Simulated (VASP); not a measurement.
# Pd (Im-3m) in VASP: a series of runs

Runs on Pd. Level: PBE. Tasks: single point.

All numbers are computed with VASP 6.6.1; they aren't measurements. Logs are shortened: lines on timing, memory, paths and dates and some standing lists are left out, and cuts for length are marked.

### Step 1. Starting point

The structure is cubic, space group Im-3m (No. 229). Conventional cell: a = 3.145 Å, b = 3.145 Å, c = 3.145 Å, α = 90.00°, β = 90.00°, γ = 90.00°. Pd (site symmetry m-3m) has 8 Pd at 2.72 Å as nearest neighbours.

This isn't the form of Pd at room conditions, which is fcc.

### Step 2. Single point, PBE

INCAR

```
SYSTEM = Pd
PREC = Accurate ; ENCUT = 340
EDIFF = 1E-6 ; ISMEAR = 0
SIGMA = 0.1 ; LREAL = .FALSE.
LASPH = .TRUE. ; NELM = 100
ALGO = Normal ; ISIF = 2
LWAVE = .FALSE. ; LCHARG = .FALSE.
GGA = PE ; ADDGRID = .FALSE.
```

KPOINTS

```
Automatic mesh
0
G
  15 15 15
  0 0 0
```

POSCAR

```
Pd
1.0
   -1.5345420000      1.5703810000      1.5719130000
    1.5565800000     -1.5514420000      1.5750130000
    1.5718420000      1.5887420000     -1.5529740000
Pd
1
Direct
    0.0275280000      0.0634310000      0.0341390000
```

Potentials or basis: VASP PAW PBE potentials, release 64 (Pd).

Command:

```
cat potpaw_PBE.64/Pd/POTCAR > POTCAR
mpirun -np 1 vasp_std > vasp.out
```

OUTCAR:

```text
SYSTEM = Pd
   PREC = Accurate
   ENCUT = 340
   EDIFF = 1E-6
   ISMEAR = 0
   LREAL = .FALSE.
   LASPH = .TRUE.
   NELM = 100
   ISIF = 2
   GGA = PE

 Found   1688 irreducible k-points:

 Following reciprocal coordinates:
            Coordinates               Weight
  0.000000  0.000000  0.000000      1.000000
  0.066667  0.000000  0.000000      2.000000
  0.133333  0.000000  0.000000      2.000000
  0.200000  0.000000  0.000000      2.000000
  0.266667  0.000000  0.000000      2.000000
  0.333333  0.000000  0.000000      2.000000
   k-points           NKPTS =   1688   k-points in BZ     NKDIM =   1688   number of bands    NBANDS=      9
   number of dos      NEDOS =    301   number of ions     NIONS =      1
   total plane-waves  NPLWV =   4096
   dimension x,y,z NGX =    16 NGY =   16 NGZ =   16
   dimension x,y,z NGXF=    32 NGYF=   32 NGZF=   32
   ions per type =               1
   NGX,Y,Z   is equivalent  to a cutoff of   9.85,  9.84,  9.77 a.u.
   NGXF,Y,Z  is equivalent  to a cutoff of  19.70, 19.68, 19.55 a.u.
 SYSTEM =  Pd
   PREC   = accura    normal or accurate (medium, high low for compatibility)
   ISTART =      0    job   : 0-new  1-cont  2-samecut
   ICHARG =      2    charge: 1-file 2-atom 10-const
   ISPIN  =      1    spin polarized calculation?
   LNONCOLLINEAR =      F non collinear calculations
   LSORBIT =      F    spin-orbit coupling
   LASPH  =      T    aspherical Exc in radial PAW
   ENCUT  =  340.0 eV  24.99 Ry    5.00 a.u.   4.06  4.07  4.09*2*pi/ulx,y,z
   NELM   =    100;   NELMIN=  2; NELMDL= -5     # of ELM steps
   EDIFF  = 0.1E-05   stopping-criterion for ELM
   LREAL  =      F    real-space projection
   EDIFFG = 0.1E-04   stopping-criterion for IOM
   NSW    =      0    number of steps for IOM
   IBRION =     -1    ionic relax: 0-MD 1-quasi-New 2-CG
   NFREE  =      0    steps in history (QN), initial steepest desc. (CG)
   ISIF   =      2    stress and relaxation
   ISYM   =      2    0-nonsym 1-usesym 2-fastsym
   POTIM  = 0.5000    time-step for ionic-motion
   TEBEG  =    0.0;   TEEND  =   0.0 temperature during run
   PSTRESS=    0.0 pullay stress
   NELECT =      10.0000    total number of electrons
   NUPDOWN=      -1.0000    fix difference up-down
   EMIN   =  10.00;   EMAX   =-10.00  energy-range for DOS
   EFERMI =   0.00;   METHOD = LEGACY
   ISMEAR =     0;   SIGMA  =   0.10  broadening in eV -4-tet -1-fermi 0-gaus
   EFERMI_NEDOS =   21; number of points for ismear=-14 and -15
   IALGO  =     38    algorithm
   IMIX   =      4    mixing-type and parameters
     AMIX     =   0.40;   BMIX     =  1.00
     AMIX_MAG =   1.60;   BMIX_MAG =  1.00
  volume/ion in A,a.u.               =      15.55       104.92
  Fermi-wavevector in a.u.,A,eV,Ry     =   1.413160  2.670485 27.171118  1.997021
  Thomas-Fermi vector in A             =   2.534834
   LORBIT       =      0    0 simple, 1 ext, 2 COOP (PROOUT), +10 PAW based schemes
   GGA     = PE    functional components
   LHFCALC =     F    Hartree Fock is set to
   AEXX    =    0.0000 exact exchange contribution
   IVDW    =     0    specifies the selected vdW correction
   LEPSILON=     F    determine dielectric tensor
   LRPA    =     F    only Hartree local field effects (RPA)
 non-spin polarized calculation
 Gauss-broadening in eV      SIGMA  =   0.10
  energy-cutoff  :      340.00
  volume of cell :       15.55
 maximum number of plane-waves:       236
   NGX =  9   NGY =  9   NGZ =  9

 number of electron      10.0000003 magnetization

 Free energy of the ion-electron system (eV)
  ---------------------------------------------------
  ext. energy  EPLUGINS =         0.00000000
  ---------------------------------------------------
  free energy    TOTEN  =        -5.17585009 eV

  energy without entropy =       -5.16905432  energy(sigma->0) =       -5.17245221

 E-fermi :   8.9071     XC(G=0): -12.8535

 val. band max:        8.9053049269   @ k =   0.2667  -0.1333   0.4667
 cond. band min:       8.9075920571   @ k =   0.2000  -0.3333   0.2000
 fundamental gap:      0.0022871302
 Fermi energy:         8.9070670055

 k-point     1 :       0.0000    0.0000    0.0000
  band No.  band energies     occupation
      1       2.1884      2.00000
      2       6.0444      2.00000
      3       6.1375      2.00000
      4       6.3861      2.00000
      5       8.0118      2.00000
      6       8.0764      2.00000
      7      27.9495      0.00000
      8      28.0949      0.00000
      9      28.5325      0.00000

 k-point     2 :       0.0667    0.0000    0.0000
  band No.  band energies     occupation
      1       2.3484      2.00000
      2       6.0561      2.00000
      3       6.1110      2.00000
      4       6.4609      2.00000
      5       7.9565      2.00000
      6       8.0785      2.00000
      7      27.8653      0.00000
      8      28.1033      0.00000
      9      28.6567      0.00000

 k-point     3 :       0.1333    0.0000    0.0000
  band No.  band energies     occupation
      1       2.8027      2.00000
      2       5.9434      2.00000
      3       6.1324      2.00000
      4       6.7348      2.00000
      5       7.8347      2.00000
      6       8.0892      2.00000
      7      27.1592      0.00000
      8      28.0165      0.00000
      9      29.0852      0.00000

 k-point     4 :       0.2000    0.0000    0.0000
  band No.  band energies     occupation
      1       3.4451      2.00000
      2       5.7503      2.00000
      3       6.2023      2.00000
      4       7.2109      2.00000
      5       7.7462      2.00000
      6       8.1127      2.00000
      7      25.4544      0.00000
      8      27.3662      0.00000
      9      29.8275      0.00000

 k-point     5 :       0.2667    0.0000    0.0000
  band No.  band energies     occupation
      1       3.9933      2.00000
      2       5.5339      2.00000
      3       6.5681      2.00000
      4       7.7486      2.00000
      5       7.8280      2.00000
      6       8.1508      2.00000
      7      23.0715      0.00000
      8      26.3231      0.00000
      9      30.5306      0.00000

 k-point     6 :       0.3333    0.0000    0.0000
  band No.  band energies     occupation
      1       4.1610      2.00000
      2       5.3334      2.00000
      3       7.4929      2.00000
      4       7.8696      2.00000
      5       8.1962      2.00000
      6       8.4799      2.00000
      7      20.5282      0.00000
      8      25.3062      0.00000
      9      28.7290      0.00000

 [... further k-points ...]

------------------------ aborting loop because EDIFF is reached ----------------------------------------

  FORCE on cell =-STRESS in cart. coord.  units (eV):
  Direction    XX          YY          ZZ          XY          YZ          ZX
  --------------------------------------------------------------------------------------
  -------------------------------------------------------------------------------------
  Total       -0.2362653     -0.2158937     -0.2202295     -0.2001043     -0.0862762     -0.1063471
  in kB      -24.3478069    -22.2484627    -22.6952769    -20.6213167     -8.8910084    -10.9593753
  external PRESSURE =     -23.0971822 kB  Pullay stress =       0.0000000 kB

 VOLUME and BASIS-vectors are now :
 -----------------------------------------------------------------------------
  energy-cutoff  :      340.00
  volume of cell :       15.55
      direct lattice vectors                 reciprocal lattice vectors
    -1.534542000  1.570381000  1.571913000    -0.005977961  0.314720194  0.315918219
     1.556580000 -1.551442000  1.575013000     0.317494029 -0.005640589  0.315580949
     1.571842000  1.588742000 -1.552974000     0.315948875  0.312837667 -0.004095334

 POSITION                                       TOTAL-FORCE (eV/Angst)
 -----------------------------------------------------------------------------------
      0.11015     -0.00094      0.09016        -0.000000      0.000000      0.000000
 -----------------------------------------------------------------------------------
    total drift:                                0.000023      0.000004     -0.000023

  FREE ENERGIE OF THE ION-ELECTRON SYSTEM (eV)
  ---------------------------------------------------
  free  energy   TOTEN  =        -5.1758500938 eV

  energy  without entropy=       -5.1690543180  energy(sigma->0) =       -5.17245221
```

Wall time 59 s (1 thread of Intel Xeon Platinum 8375C at 2.90GHz (Ice Lake), shared host); peak memory 0.24 GiB.

The run converged, but some of its settings lie outside the range that counts as converged, so its numbers aren't taken as properties of the crystal.

Results:

- Free energy: -5.1759 eV
- Pressure: -2.3 GPa
- Band gap on the k mesh: none (metal or under the smearing width)

### Step 3. Single point, PBE

Edit INCAR of step 2 so:

```diff
@@ -1,3 +1,3 @@
 SYSTEM = Pd
-PREC = Accurate ; ENCUT = 340
+PREC = Accurate ; ENCUT = 460
 EDIFF = 1E-6 ; ISMEAR = 0
```

KPOINTS

```
Automatic mesh
0
G
  13 13 13
  0 0 0
```

POSCAR

```
Pd
1.0
   -1.5722810000      1.5722810000      1.5722810000
    1.5722810000     -1.5722810000      1.5722810000
    1.5722810000      1.5722810000     -1.5722810000
Pd
1
Direct
    0.0000000000      0.0000000000      0.0000000000
```

Potentials or basis: VASP PAW PBE potentials, release 64 (Pd).

Command:

```
cat potpaw_PBE.64/Pd/POTCAR > POTCAR
mpirun -np 1 vasp_std > vasp.out
```

Run time: 15 s. Hardware: 1 thread of Intel Xeon Platinum 8375C at 2.90GHz (Ice Lake), shared host; peak memory 0.13 GiB.

The run converged, but some of its settings lie outside the range that counts as converged, so its numbers aren't taken as properties of the crystal.

What came out:

```
Free energy            : -5.1777 eV
Pressure               : -1.3 GPa
Band gap on the k mesh : none (metal or under the smearing width)
```

### Step 4. Single point, PBE

INCAR is that of step 3.

KPOINTS is that of step 3.

POSCAR

```
Pd
1.0
   -1.5345420000      1.5703810000      1.5719130000
    1.5565800000     -1.5514420000      1.5750130000
    1.5718420000      1.5887420000     -1.5529740000
Pd
1
Direct
    0.0275280000      0.0634310000      0.0341390000
```

Command:

```
cat potpaw_PBE.64/Pd/POTCAR > POTCAR
mpirun -np 1 vasp_std > vasp.out
```

Run time: 95 s. Hardware: 1 thread of Intel Xeon Platinum 8375C at 2.90GHz (Ice Lake), shared host; peak memory 0.25 GiB.

The run converged, but some of its settings lie outside the range that counts as converged, so its numbers aren't taken as properties of the crystal.

Results:

- Free energy: -5.1741 eV
- Pressure: -1.2 GPa
- Band gap on the k mesh: none (metal or under the smearing width)

### Step 5. The reference run

An earlier run on the cell as given: functional PBEsol; potentials or basis VASP PAW PBE potentials, release 64 (Pd); cutoff 520 eV; k mesh 12 × 12 × 12; occupations fermi-dirac, width 0.05 eV; no spin polarisation.

- Pressure: -10.3 GPa
- Band gap on the k mesh: none (metal or under the smearing width)
